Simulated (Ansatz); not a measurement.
Structure relaxation of Sc

Computed with DFT PBE, scalar-relativistic, plane waves, PAW (Ansatz). Cutoff 420 eV, Γ-centred k mesh, Gaussian smearing, no spin polarisation in the final step.

The start puts Sc on the graphite structure type (P6_3/mmc, No. 194), at a guessed volume.

```
CELL_PARAMETERS angstrom
3.57589 0.00000 0.00000
-1.78794 3.09681 0.00000
0.00000 0.00000 9.73920
ATOMIC_POSITIONS crystal
Sc 0.00000 0.00000 0.25000
Sc 0.00000 0.00000 0.75000
Sc 0.33333 0.66667 0.75000
Sc 0.66667 0.33333 0.25000
```

Cell and atoms relax at zero pressure; the relaxation can't lower the symmetry of the start. After a coarse first stage the cell is made exact in the group found at 0.06 Å.

Energies count from the standard state of Sc at the same level.

Question: What does it relax into?

Answer: It keeps P6_3/mmc (No. 194), but not the shape of the type it started on. Conventional cell: a = 5.101 Å, c = 4.879 Å. Around Sc on Wyckoff site b (2 atoms of the primitive cell) lie 2 Sc at 2.44 Å and 3 Sc at 2.94 Å; Sc on Wyckoff site d (2 atoms of the primitive cell) has 3 Sc at 2.94 Å.

Space group P6_3/mmc (No. 194). a = 5.101 Å, b = 5.101 Å, c = 4.879 Å, α = 90.00°, β = 90.00°, γ = 120.00°
| atom | site | symmetry | x | y | z |
| --- | --- | --- | --- | --- | --- |
| Sc | 2b | -6m2 | 0.0000 | 0.0000 | 0.2500 |
| Sc | 2d | -6m2 | 0.3333 | 0.6667 | 0.7500 |

Question: What are its volume, energy, density and gap?

Answer: The volume per atom is 27.48 Å³ and the density is 2.72 g/cm³. The energy over the standard structure is 0.89 eV/atom and the gap on the 12×12×10 mesh is 0 eV (a metal).

The final run used a 12×12×10 mesh on its 4-atom cell and 0.10 eV smearing. For metals, differences of a few meV/atom aren't resolved. A structure relaxed within its symmetry needn't be a true minimum.